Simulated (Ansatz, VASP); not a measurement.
# BaTiO3: VASP beside Ansatz, part 3 of 3

One calculation is typed for both programs; each brings its own data sets and cutoff. How far apart do they land?  Other levels of theory on this material are compared in a session of their own.

VASP 6.6.1 and Ansatz 0.2.0.

So far. Step 2 (VASP: band structure, PBEsol): The run ends at a pressure of -0.46 GPa, with forces up to 0.14 eV/Å. Step 6 (VASP: band structure, PBE): The run ends at a pressure of 5.81 GPa, with forces up to 0.18 eV/Å.

## (11) Ansatz: band structure, BLYP

Level of this step: Ansatz beside VASP: Kohn-Sham DFT, plane waves, BLYP (Ansatz).

The same cell, functional (in two slightly different forms), mesh and smearing now go to Ansatz, which takes its cutoff from its data sets.

input.yaml

```yaml
crystal:
  lattice:
    - [3.99048, 0.0, 0.0]
    - [0.0, 3.99048, 0.0]
    - [0.0, 0.0, 4.02303]
  atoms:
    - { symbol: Ba, position: [0.0, 0.0, 0.0] }
    - { symbol: Ti, position: [0.5, 0.5, 0.522] }
    - { symbol: O, position: [0.5, 0.5, 0.979] }
    - { symbol: O, position: [0.5, 0.0, 0.488] }
    - { symbol: O, position: [0.0, 0.5, 0.488] }
hamiltonian:
  xc: blyp
  pseudopotentials: { kind: paw }
kpoints:
  mp_grid: { grid: [4, 4, 4] }
  band_path:
    path:
      - [0.0, 0.0, 0.0]
      - [0.0, 0.13333, 0.0]
      - [0.0, 0.3, 0.0]
      - [0.0, 0.46667, 0.0]
      - [0.1, 0.5, 0.0]
      - [0.26667, 0.5, 0.0]
      - [0.43333, 0.5, 0.0]
      - [0.43333, 0.43333, 0.0]
      - [0.26667, 0.26667, 0.0]
      - [0.1, 0.1, 0.0]
      - [0.0, 0.0, 0.03333]
      - [0.0, 0.0, 0.2]
      - [0.0, 0.0, 0.36667]
      - [0.0, 0.0, 0.5]
      - [0.0, 0.16667, 0.5]
      - [0.0, 0.3, 0.5]
      - [0.0, 0.46667, 0.5]
      - [0.1, 0.5, 0.5]
      - [0.26667, 0.5, 0.5]
      - [0.43333, 0.5, 0.5]
      - [0.5, 0.5, 0.5]
      - [0.43333, 0.43333, 0.5]
      - [0.26667, 0.26667, 0.5]
      - [0.1, 0.1, 0.5]
      - [0.0, 0.5, 0.03333]
      - [0.0, 0.5, 0.2]
      - [0.0, 0.5, 0.36667]
      - [0.5, 0.5, 0.0]
      - [0.5, 0.5, 0.16667]
      - [0.5, 0.5, 0.33333]
      - [0.5, 0.5, 0.5]
    npoints: 1
scf:
  occupations: { method: gaussian, width: 0.02 }
  n_extra_bands: 8
output:
  forces: true
  stress: true
  eigenvalues: true
  write_density: true
  write_potential: true
  elf: true
  volumetric_format: npy
```

Launch:

```sh
$ ansatz run input.yaml --threads 2 --pin off --max-ram 4608MiB --backend cpu --events-out ev --progress --plain --runs-dir out
```

Numbers of over 12 decimals in the logs are rounded to 6 here.

The program printed:

```text
[...]
Crystal: 5 atoms, lattice volume = 64.062 Å³
Basis set: ecut = 420 eV, 1245 PW (Γ), exchange–correlation on 54×54×54 points (8 copies of the dense FFT grid, shifted against one another)
Bands: 28, of which v1, the nominal top of the filled ones, is band 20 counted from 1 (19 counted from 0)
Symmetry: 8 space group operations
[...]
k-points: 18 of 64 (time reversal used)
[...]
k-point 0: bands = [... 16 lower, 9.5573, 10.3164, 10.3932, 10.3932, 12.6143, 12.9770, 12.9770, 14.7851, ... 4 higher]
  k-point 1: bands = [... 16 lower, 9.1750, 9.4732, 10.2213, 10.2213, 12.6721, 13.7095, 13.7095, 14.7830, ... 4 higher]
  k-point 2: bands = [... 16 lower, 8.8491, 8.8765, 10.0662, 10.0662, 12.7320, 14.3690, 14.3690, 14.7833, ... 4 higher]
  k-point 17: bands = [... 16 lower, 8.3768, 10.5552, 10.5552, 10.7316, 14.9269, 14.9392, 14.9392, 17.3923, ... 4 higher]
[key lines of the parts left out:]
SCF converged after 6 iterations
Free energy (F): -10190.717254 eV
Fermi energy:    11.672952 eV
P = ⅓ Tr σ = 9.5734 GPa (95.734 kbar)
```

Run time: 7 s. Hardware: 2 threads of Arm Neoverse N1, shared host; peak memory 0.36 GiB; 13 s of CPU time.

## (12) Differences

What differs besides the data sets and the points named for the pairs above, as far as they apply: VASP's log shows a relativistic correction to its local exchange, Ansatz's none. Total energies have different zeros and are not compared.

Compared:

| quantity | Ansatz | VASP | difference |
| --- | --- | --- | --- |
| pressure (GPa) | 9.57 | 11.63 | -2.06 |
| pressure without Ansatz's Pulay correction (GPa) | 8.95 | 11.63 | -2.67 |
| gap over the path points (eV) | 1.883 | 1.814 | +0.069 |

Forces (eV/Å; atoms numbered as in POSCAR):

| atom | Ansatz x, y, z | VASP x, y, z |
| --- | --- | --- |
| Ba1 | 0.000, 0.000, 0.163 | 0.000, 0.000, 0.148 |
| Ti2 | 0.000, 0.000, -0.190 | 0.000, 0.000, -0.311 |
| O3 | 0.000, 0.000, 0.062 | 0.000, 0.000, 0.184 |
| O4 | 0.000, 0.000, -0.017 | 0.000, 0.000, -0.010 |
| O5 | 0.000, 0.000, -0.017 | 0.000, 0.000, -0.010 |

Levels at points of the path, from each program's valence-band top (eV; 4 filled, then empty):

| k (reciprocal lattice) | Ansatz | VASP |
| --- | --- | --- |
| 0.000 0.000 0.000 | -1.17 -0.41 -0.34 -0.34 1.88 2.25 2.25 | -1.16 -0.45 -0.37 -0.37 1.81 2.18 2.18 |
| 0.000 0.133 0.000 | -1.27 -0.74 -0.51 -0.40 2.20 2.28 2.39 | -1.26 -0.77 -0.55 -0.44 2.13 2.22 2.33 |
| 0.000 0.300 0.000 | -1.57 -1.38 -0.87 -0.73 2.30 3.03 3.07 | -1.60 -1.42 -0.91 -0.77 2.25 2.98 3.01 |
| 0.000 0.467 0.000 | -1.80 -1.62 -1.07 -0.92 2.34 3.51 3.58 | -1.81 -1.64 -1.11 -0.96 2.30 3.46 3.53 |
| 0.100 0.500 0.000 | -1.65 -1.37 -1.20 -0.85 2.40 3.54 3.60 | -1.69 -1.41 -1.23 -0.89 2.36 3.49 3.55 |
| 0.267 0.500 0.000 | -1.63 -1.43 -1.09 -0.41 2.95 3.61 3.71 | -1.67 -1.48 -1.14 -0.44 2.90 3.55 3.65 |
| 0.433 0.500 0.000 | -1.74 -1.08 -1.07 -0.07 3.55 3.62 3.95 | -1.77 -1.12 -1.10 -0.11 3.50 3.57 3.89 |
| 0.433 0.433 0.000 | -1.72 -1.14 -1.06 -0.10 3.53 3.57 3.92 | -1.75 -1.18 -1.09 -0.14 3.48 3.52 3.85 |
| 0.267 0.267 0.000 | -1.90 -1.15 -0.95 -0.45 2.83 3.04 3.25 | -1.94 -1.17 -0.99 -0.48 2.78 2.99 3.19 |
| 0.100 0.100 0.000 | -1.20 -0.90 -0.41 -0.40 2.21 2.32 2.35 | -1.19 -0.94 -0.45 -0.43 2.14 2.26 2.30 |

The forces differ by 45 meV/Å r.m.s., which is 44.3 % of the r.m.s. force of 0.10 eV/Å (both taken over all components). Among the levels compared at these points, filled levels agree within 60 meV and empty ones within 69 meV. Ansatz's pressure holds a Pulay correction of 0.62 GPa; VASP's holds none.

## (13) What the set-up changes

Further runs change the set-up of one program: Ansatz's method, potentials or start, or VASP's data sets, cutoff or form of LDA. The table gives Ansatz less VASP for each quantity, since a change that brings one quantity closer may part another.

| run | r.m.s. force difference (meV/Å) | pressure (GPa) | gap over the path points (eV) | pressure without Ansatz's Pulay correction (GPa) |
| --- | --- | --- | --- | --- |
| as above | 45 | -2.1 | 0.069 | -2.7 |
| cores kept as stored | 44 | -2.1 | 0.067 | -2.6 |
| Ansatz's larger PAW set (cutoff 910 eV) | 29 | -1.9 | 0.063 |  |
| norm-conserving potentials (cutoff 1240 eV) | 18 | -1.6 | 0.081 | -1.6 |

## (14) Outcome

| Quantity | Value |
| --- | --- |
| r.m.s. force difference (band structure, PBEsol) | 21 meV/Å |
| difference in pressure (band structure, PBEsol) | -1.8 GPa |
| difference in gap over the path points (band structure, PBEsol) | 0.067 eV |
| r.m.s. force difference (band structure, PBE) | 23 meV/Å |
| difference in pressure (band structure, PBE) | -1.8 GPa |
| difference in gap over the path points (band structure, PBE) | 0.066 eV |
| r.m.s. force difference (band structure, BLYP) | 45 meV/Å |
| difference in pressure (band structure, BLYP) | -2.1 GPa |
| difference in gap over the path points (band structure, BLYP) | 0.069 eV |

The r.m.s. force difference is 45 meV/Å (band structure, BLYP), beyond the 12 meV/Å picked in this series as the mark of a large difference. By the marks of this series, far apart in the band structure, PBEsol pair: the r.m.s. force difference, 21 meV/Å and the difference in pressure, -1.8 GPa. For band structure, PBEsol, no further run moves any of the tabulated differences by more than a quarter of its size. By the marks of this series, far apart in the band structure, PBE pair: the r.m.s. force difference, 23 meV/Å and the difference in pressure, -1.8 GPa. For band structure, PBE, no further run moves any of the tabulated differences by more than a quarter of its size. By the marks of this series, far apart in the band structure, BLYP pair: the r.m.s. force difference, 45 meV/Å and the difference in pressure, -2.1 GPa. 17 further runs of this series are not shown here. How closely two codes agree says nothing of how well the functional describes the real material.

[Lines on the potential files, build, host, timing and source positions are cut from VASP's logs without a mark.]

[Logs are printed without paths, hosts, clocks, repeated set-up lines and the standing remarks that a program may print on its own settings, such as how far it seeks lower states.]

[Hosts, paths, dates, database ids (printed as entryN), source tags and the programs' standing remarks are cut or masked in the printed files.]
